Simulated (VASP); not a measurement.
# CdTe (F-43m) in VASP: notebook, part 3 of 3

VASP 6.6.1. Earlier steps stand in the parts before.

## (6) Band structure, HSE06

POSCAR

```
CdTe                                    
1.0
    0.0000000000      3.2801677657      3.2801677657
    3.2801677657      0.0000000000      3.2801677657
    3.2801677657      3.2801677657      0.0000000000
  Cd              Te            
     1     1
Direct
     0.0000000000000000    0.0000000000000000    0.0000000000000000
     0.7500000000000000    0.7500000000000000    0.7500000000000000
```

INCAR.step1

```
SYSTEM = CdTe
ALGO = Normal ; EDIFF = 1E-5
ENCUT = 450 ; GGA = PE
ISIF = 2 ; ISMEAR = 0
KPAR = 2 ; LASPH = .True.
LCHARG = .False. ; LREAL = .False.
LWAVE = .True. ; NBANDS = 16
NELM = 120 ; PREC = Accurate
SIGMA = 0.02
```

INCAR.step2

```
SYSTEM = CdTe
ALGO = Normal ; EDIFF = 1E-6
ENCUT = 450 ; GGA = PE
HFSCREEN = 0.2 ; ISIF = 2
ISMEAR = 0 ; ISTART = 1
KPAR = 2 ; LASPH = .True.
LCHARG = .False. ; LHFCALC = .True.
LREAL = .False. ; LWAVE = .False.
NBANDS = 16 ; NELM = 120
PREC = Accurate ; PRECFOCK = Fast
SIGMA = 0.02
```

KPOINTS

```
k-points
0
Gamma
  6 6 6
  0 0 0
```

KPOINTS_OPT

```
path GXWKGLUWLK,UX
10
line-mode
reciprocal
 0.0000000000  0.0000000000  0.0000000000  G
 0.5000000000  0.0000000000  0.5000000000  X

 0.5000000000  0.0000000000  0.5000000000  X
 0.5000000000  0.2500000000  0.7500000000  W

 0.5000000000  0.2500000000  0.7500000000  W
 0.3750000000  0.3750000000  0.7500000000  K

 0.3750000000  0.3750000000  0.7500000000  K
 0.0000000000  0.0000000000  0.0000000000  G

 0.0000000000  0.0000000000  0.0000000000  G
 0.5000000000  0.5000000000  0.5000000000  L

 0.5000000000  0.5000000000  0.5000000000  L
 0.6250000000  0.2500000000  0.6250000000  U

 0.6250000000  0.2500000000  0.6250000000  U
 0.5000000000  0.2500000000  0.7500000000  W

 0.5000000000  0.2500000000  0.7500000000  W
 0.5000000000  0.5000000000  0.5000000000  L

 0.5000000000  0.5000000000  0.5000000000  L
 0.3750000000  0.3750000000  0.7500000000  K

 0.6250000000  0.2500000000  0.6250000000  U
 0.5000000000  0.0000000000  0.5000000000  X
```

Potentials or basis: VASP PAW PBE potentials, release 64 (Cd, Te).

Started as:

```
$ cat potpaw_PBE.64/Cd/POTCAR potpaw_PBE.64/Te/POTCAR > POTCAR
$ cp INCAR.step1 INCAR
$ mpirun -np 2 vasp_std > vasp.out
$ cp INCAR.step2 INCAR
$ mpirun -np 2 vasp_std > vasp.out
```

OUTCAR:

```text
SYSTEM = CdTe
   EDIFF = 1E-6
   ENCUT = 450
   GGA = PE
   HFSCREEN = 0.2
   ISIF = 2
   ISMEAR = 0
   ISTART = 1
   LASPH = .True.
   LHFCALC = .True.
   LREAL = .False.
   NELM = 120
   PREC = Accurate
   PRECFOCK = Fast

 ion  position               nearest neighbor table
   1  0.000  0.000  0.000-   2 2.84   2 2.84   2 2.84   2 2.84
   2  0.750  0.750  0.750-   1 2.84   1 2.84   1 2.84   1 2.84

  LATTYP: Found a face centered cubic cell.
 ALAT       =     6.5603355314

  Lattice vectors:

 A1 = (   0.0000000000,   3.2801677657,   3.2801677657)
 A2 = (   3.2801677657,   0.0000000000,   3.2801677657)
 A3 = (   3.2801677657,   3.2801677657,   0.0000000000)

Analysis of symmetry for initial positions (statically):
=====================================================================
 Subroutine PRICEL returns:
 Original cell was already a primitive cell.

 Routine SETGRP: Setting up the symmetry group for a
 face centered cubic supercell.

 Subroutine GETGRP returns: Found 24 space group operations
 (whereof 24 operations were pure point group operations)
 out of a pool of 48 trial point group operations.

The static configuration has the point symmetry T_d .

Analysis of symmetry for dynamics (positions and initial velocities):
=====================================================================
 Subroutine PRICEL returns:
 Original cell was already a primitive cell.

 Routine SETGRP: Setting up the symmetry group for a
 face centered cubic supercell.

 Subroutine GETGRP returns: Found 24 space group operations
 (whereof 24 operations were pure point group operations)
 out of a pool of 48 trial point group operations.

The dynamic configuration has the point symmetry T_d .

 Subroutine INISYM returns: Found 24 space group operations
 (whereof 24 operations are pure point group operations),
 and found     1 'primitive' translations

----------------------------------------------------------------------------------------

                                     Primitive cell

  volume of cell :      70.5859

  direct lattice vectors                    reciprocal lattice vectors
     0.000000000  3.280167766  3.280167766    -0.152431228  0.152431228  0.152431228
     3.280167766  0.000000000  3.280167766     0.152431228 -0.152431228  0.152431228
     3.280167766  3.280167766  0.000000000     0.152431228  0.152431228 -0.152431228

  length of vectors
     4.638857741  4.638857741  4.638857741     0.264018631  0.264018631  0.264018631

  position of ions in fractional coordinates (direct lattice)
     0.000000000  0.000000000  0.000000000
     0.750000000  0.750000000  0.750000000

  ion indices of the primitive-cell ions
   primitive index   ion index
                 1           1
                 2           2

----------------------------------------------------------------------------------------

 KPOINTS: k-points

[... 23 lines left out ...]
            Coordinates               Weight
  0.000000  0.000000  0.000000      1.000000
  0.166667  0.000000  0.000000      8.000000
  0.333333  0.000000  0.000000      8.000000
  0.500000  0.000000  0.000000      4.000000
  0.166667  0.166667  0.000000      6.000000
  0.333333  0.166667  0.000000     24.000000
[... 8 lines left out ...]
 -0.333333  0.333333  0.166667     24.000000
 -0.333333  0.500000  0.166667     12.000000
   k-points           NKPTS =     16   k-points in BZ     NKDIM =    216   number of bands    NBANDS=     16
   number of dos      NEDOS =    301   number of ions     NIONS =      2
   total plane-waves  NPLWV =  32768
   dimension x,y,z NGX =    32 NGY =   32 NGZ =   32
   dimension x,y,z NGXF=    64 NGYF=   64 NGZF=   64
   ions per type =               1   1
   NGX,Y,Z   is equivalent  to a cutoff of  11.47, 11.47, 11.47 a.u.
   NGXF,Y,Z  is equivalent  to a cutoff of  22.94, 22.94, 22.94 a.u.
 SYSTEM =  CdTe
   PREC   = accura    normal or accurate (medium, high low for compatibility)
   ISTART =      1    job   : 0-new  1-cont  2-samecut
   ICHARG =      0    charge: 1-file 2-atom 10-const
   ISPIN  =      1    spin polarized calculation?
   LNONCOLLINEAR =      F non collinear calculations
   LSORBIT =      F    spin-orbit coupling
   LASPH  =      T    aspherical Exc in radial PAW
   ENCUT  =  450.0 eV  33.07 Ry    5.75 a.u.   8.02  8.02  8.02*2*pi/ulx,y,z
   NELM   =    120;   NELMIN=  2; NELMDL=  0     # of ELM steps
   EDIFF  = 0.1E-05   stopping-criterion for ELM
   LREAL  =      F    real-space projection
   EDIFFG = 0.1E-04   stopping-criterion for IOM
   NSW    =      0    number of steps for IOM
   IBRION =     -1    ionic relax: 0-MD 1-quasi-New 2-CG
   NFREE  =      0    steps in history (QN), initial steepest desc. (CG)
   ISIF   =      2    stress and relaxation
   ISYM   =      3    0-nonsym 1-usesym 2-fastsym
   POTIM  = 0.5000    time-step for ionic-motion
   TEBEG  =    0.0;   TEEND  =   0.0 temperature during run
   PSTRESS=    0.0 pullay stress
   NELECT =      18.0000    total number of electrons
   NUPDOWN=      -1.0000    fix difference up-down
   EMIN   =  10.00;   EMAX   =-10.00  energy-range for DOS
   EFERMI =   0.00;   METHOD = LEGACY
   ISMEAR =     0;   SIGMA  =   0.02  broadening in eV -4-tet -1-fermi 0-gaus
   EFERMI_NEDOS =   21; number of points for ismear=-14 and -15
   IALGO  =     38    algorithm
   IMIX   =      1    mixing-type and parameters
     AMIX     =   0.40;   BMIX     =  1.00
     AMIX_MAG =   1.60;   BMIX_MAG =  1.00
  volume/ion in A,a.u.               =      35.29       238.17
  Fermi-wavevector in a.u.,A,eV,Ry     =   1.038149  1.961817 14.663719  1.077753
  Thomas-Fermi vector in A             =   2.172620
   LORBIT       =      0    0 simple, 1 ext, 2 COOP (PROOUT), +10 PAW based schemes
   GGA     = PE    functional components
   LHFCALC =     T    Hartree Fock is set to
   PRECFOCK=fast      Normal, Fast or Accurate (Low or Medium for compatibility)
   ENCUT4O =  -1.0   cutoff for four orbital integrals eV
   NKREDX  =     1    reduce k-point grid by
   NKREDY  =     1    reduce k-point grid by
   NKREDZ  =     1    reduce k-point grid by
   AEXX    =    0.2500 exact exchange contribution
   HFSCREEN=    0.2000 screening length (either q_TF or 0.3 A-1)
   HFSCREENC=   0.2000 screening length for correlation (either q_TF or 0.3 A-1)
   ENCUTFOCK=  -1.0 apply spherical cutoff to Coloumb kernel
   IVDW    =     0    specifies the selected vdW correction
   LEPSILON=     F    determine dielectric tensor
   LRPA    =     F    only Hartree local field effects (RPA)
 non-spin polarized calculation
 Gauss-broadening in eV      SIGMA  =   0.02
  energy-cutoff  :      450.00
  volume of cell :       70.59
 maximum number of plane-waves:      1544
  NGX = 18; NGY = 18; NGZ = 18

 number of electron      18.0000001 magnetization

 Free energy of the ion-electron system (eV)
  ---------------------------------------------------
  ext. energy  EPLUGINS =         0.00000000
  ---------------------------------------------------
  free energy    TOTEN  =        -6.05580055 eV

  energy without entropy =       -6.05580055  energy(sigma->0) =       -6.05580055

 E-fermi :   1.6123     XC(G=0):  -7.0291

 val. band max:        1.5086392521   @ k =   0.0000   0.0000   0.0000
 cond. band min:       2.9504140836   @ k =   0.0000   0.0000   0.0000
 fundamental gap:      1.4417748314
 Fermi energy:         1.6122546393

 k-point     1 :       0.0000    0.0000    0.0000
  band No.  band energies     occupation
      1     -10.4277      2.00000
      2      -7.9766      2.00000
      3      -7.9766      2.00000
      4      -7.9766      2.00000
      5      -7.7386      2.00000
      6      -7.7386      2.00000
[... 281 lines left out ...]
      3      -7.8557      2.00000
      4      -7.7802      2.00000
      5      -7.7276      2.00000
      6      -7.1005      2.00000
[... 8 lines left out ...]
     15      13.6001      0.00000
     16      13.8460      0.00000

------------------------ aborting loop because EDIFF is reached ----------------------------------------

  FORCE on cell =-STRESS in cart. coord.  units (eV):
  Direction    XX          YY          ZZ          XY          YZ          ZX
  --------------------------------------------------------------------------------------
  -------------------------------------------------------------------------------------
  Total       -0.0360565     -0.0360565     -0.0360565      0.0000000      0.0000000      0.0000000
  in kB       -0.8184187     -0.8184187     -0.8184187      0.0000000      0.0000000      0.0000000
  external PRESSURE =      -0.8184187 kB  Pullay stress =       0.0000000 kB

 VOLUME and BASIS-vectors are now :
 -----------------------------------------------------------------------------
  energy-cutoff  :      450.00
  volume of cell :       70.59
      direct lattice vectors                 reciprocal lattice vectors
     0.000000000  3.280167766  3.280167766    -0.152431228  0.152431228  0.152431228
     3.280167766  0.000000000  3.280167766     0.152431228 -0.152431228  0.152431228
     3.280167766  3.280167766  0.000000000     0.152431228  0.152431228 -0.152431228

 POSITION                                       TOTAL-FORCE (eV/Angst)
 -----------------------------------------------------------------------------------
      0.00000      0.00000      0.00000         0.000000     -0.000000      0.000000
      4.92025      4.92025      4.92025        -0.000000      0.000000     -0.000000
 -----------------------------------------------------------------------------------
    total drift:                               -0.000006     -0.000010     -0.000004

  FREE ENERGIE OF THE ION-ELECTRON SYSTEM (eV)
  ---------------------------------------------------
  free  energy   TOTEN  =        -6.0558005544 eV

  energy  without entropy=       -6.0558005544  energy(sigma->0) =       -6.05580055
```

Wall time 47 min (2 MPI ranks of Intel Xeon Platinum 8488C (Sapphire Rapids), shared host); peak memory 0.39 GiB.

Results:

| Quantity | Value |
| --- | --- |
| Free energy | -6.0558 eV |
| Pressure | -0.1 GPa |
| Band gap on the k mesh | 1.44 eV, direct |
| Band gap along the path | 1.44 eV, direct |

Levels at the corners of the path, in eV from the valence-band top:
```csv
point,band 5,band 6,band 7,band 8,band 9,band 10,band 11,band 12,band 13,band 14
Γ,-9.25,-9.25,0.00,0.00,0.00,1.44,5.51,5.51,5.51,8.45
X,-9.22,-8.66,-4.42,-1.88,-1.88,3.36,3.48,9.78,10.19,10.19
X,-9.22,-8.66,-4.42,-1.88,-1.88,3.36,3.48,9.78,10.19,10.19
W,-9.25,-8.59,-4.26,-2.36,-2.18,5.15,5.46,6.44,7.16,10.68
W,-9.25,-8.59,-4.26,-2.36,-2.18,5.15,5.46,6.44,7.16,10.68
K,-9.24,-8.63,-4.29,-2.58,-1.55,3.70,5.36,8.25,8.45,8.69
K,-9.24,-8.63,-4.29,-2.58,-1.55,3.70,5.36,8.25,8.45,8.69
Γ,-9.25,-9.25,0.00,0.00,0.00,1.44,5.51,5.51,5.51,8.45
Γ,-9.25,-9.25,0.00,0.00,0.00,1.44,5.51,5.51,5.51,8.45
L,-9.24,-8.83,-4.53,-0.78,-0.78,2.59,6.08,6.08,7.96,9.61
L,-9.24,-8.83,-4.53,-0.78,-0.78,2.59,6.08,6.08,7.96,9.61
U,-9.24,-8.63,-4.29,-2.58,-1.55,3.70,5.36,8.25,8.45,8.69
U,-9.24,-8.63,-4.29,-2.58,-1.55,3.70,5.36,8.25,8.45,8.69
W,-9.25,-8.59,-4.26,-2.36,-2.18,5.15,5.46,6.44,7.16,10.68
W,-9.25,-8.59,-4.26,-2.36,-2.18,5.15,5.46,6.44,7.16,10.68
L,-9.24,-8.83,-4.53,-0.78,-0.78,2.59,6.08,6.08,7.96,9.61
L,-9.24,-8.83,-4.53,-0.78,-0.78,2.59,6.08,6.08,7.96,9.61
K,-9.24,-8.63,-4.29,-2.58,-1.55,3.70,5.36,8.25,8.45,8.69
U,-9.24,-8.63,-4.29,-2.58,-1.55,3.70,5.36,8.25,8.45,8.69
X,-9.22,-8.66,-4.42,-1.88,-1.88,3.36,3.48,9.78,10.19,10.19
```

Caveat: the PAW data sets were made with another functional, which shifts forces and pressure a little; spin-orbit coupling is left out, which moves the levels of the heavy elements.

## (7) Overview

```tsv
task	level	potentials or basis	k mesh	grid for exact exchange (PRECFOCK)	screening parameter	gap on the mesh (eV)	pressure (GPa)
dielectric tensor	PBE	VASP PAW PBE potentials, release 64 (Cd, Te)	9 × 9 × 9	-	-	0.66	-
band structure	LDA	VASP PAW LDA potentials, release 64 (Cd, Te)	10 × 10 × 10	-	-	0.44	-2.6
band structure	PBE	VASP PAW PBE potentials, release 64 (Cd, Te)	10 × 10 × 10	-	-	0.66	1.0
band structure	r2SCAN	VASP PAW PBE potentials, release 64 (Cd, Te)	10 × 10 × 10	-	-	1.15	0.0
band structure	HSE06	VASP PAW PBE potentials, release 64 (Cd, Te)	6 × 6 × 6	Fast	0.2 1/A	1.44	-0.1
```

Alike in all rows: no spin polarisation; cell as given; cutoff (eV) 450; smearing gaussian 0.02 eV.

Caveats: spin-orbit coupling is left out, which moves the levels of the heavy elements; the PAW data sets were made with another functional, which shifts forces and pressure a little (some runs); the gap is small at this level, which inflates the dielectric constant (some runs).

Total energies depend on the potentials used, so only differences within one code and one set of settings carry meaning.

## (8) How close it comes

Step 2. A measured gap of CdTe is 1.607 eV (0 K; a printed reference work, data compilation); the calculated 0.66 eV misses it by -0.95 eV. Spin-orbit coupling on Cd, Te is left out. The value is that of PBE, without temperature or zero-point motion. Semilocal functionals fall short of measured gaps as a rule. The cell is a database's relaxed one, not the measured one, which moves gaps too.

Step 3. Against the measured gap of CdTe, 1.607 eV (0 K; a printed reference work, data compilation), the calculated 0.44 eV is off by -1.16 eV. So large a miss can be the level of theory's own, or it may mean another phase, state or a wrong row. Spin-orbit coupling on Cd, Te is left out. The value is that of LDA, without temperature or zero-point motion. Semilocal functionals fall short of measured gaps as a rule. The cell is a database's relaxed one, not the measured one, which moves gaps too.

Step 4. Measured gap of CdTe: 1.607 eV (0 K; a printed reference work, data compilation). This calculation gives 0.66 eV (-0.95 eV). Spin-orbit coupling on Cd, Te is left out. The value is that of PBE, without temperature or zero-point motion. Semilocal functionals fall short of measured gaps as a rule. The cell is a database's relaxed one, not the measured one, which moves gaps too.

Step 5. A measured gap of CdTe is 1.607 eV (0 K; a printed reference work, data compilation); the calculated 1.15 eV misses it by -0.45 eV. Spin-orbit coupling on Cd, Te is left out. The value is that of r2SCAN, without temperature or zero-point motion. The cell is a database's relaxed one, not the measured one, which moves gaps too.

Step 6. Against the measured gap of CdTe, 1.607 eV (0 K; a printed reference work, data compilation), the calculated 1.44 eV is off by -0.17 eV. Spin-orbit coupling on Cd, Te is left out. The value is that of HSE06, without temperature or zero-point motion. The cell is a database's relaxed one, not the measured one, which moves gaps too.
